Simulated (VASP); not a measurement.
Crystal: Ga.

```xyz
1
Lattice="-1.4040 1.4040 2.2290 1.4040 -1.4040 2.2290 1.4040 1.4040 -2.2290" Properties=species:S:1:pos:R:3 pbc="T T T"
Ga    0.0000    0.0000    0.0000
```

This isn't the form of Ga at room conditions, which is orthorhombic.

- Program: VASP 6.6.1
- Task: relaxation of cell and atoms
- Functional: PBE
- Potentials or basis: VASP PAW PBE potentials, release 64 (Ga_d)
- Cutoff: 520 eV
- k mesh: 22 × 22 × 22
- Occupations: gaussian, width 0.1 eV
- Spin: no spin polarisation

At the start: pressure 4.3 GPa; volume 17.58 Å³/atom.

Where does the relaxation end?

Over 5 steps the energy falls by 16.8 meV/atom and the volume is 18.88 Å³/atom (+7.4 %); space group I4/mmm (No. 139, to 0.05 Å).

The path:
| step | energy change (eV) | largest force (eV/Å) | pressure (GPa) | volume (Å³) |
| --- | --- | --- | --- | --- |
| 1 | 0.0000 | 0.0000 | 4.27 | 17.58 |
| 2 | -0.0167 | 0.0000 | 0.34 | 18.79 |
| 3 | -0.0168 | 0.0000 | -0.18 | 18.93 |
| 4 | -0.0168 | 0.0000 | 0.15 | 18.88 |
| 5 | -0.0168 | 0.0000 | 0.00 | 18.88 |

Final structure:
```
CELL_PARAMETERS angstrom
-1.43691 1.43691 2.28659
1.43691 -1.43691 2.28659
1.43691 1.43691 -2.28659
ATOMIC_POSITIONS crystal
Ga 0.00000 0.00000 0.00000
```
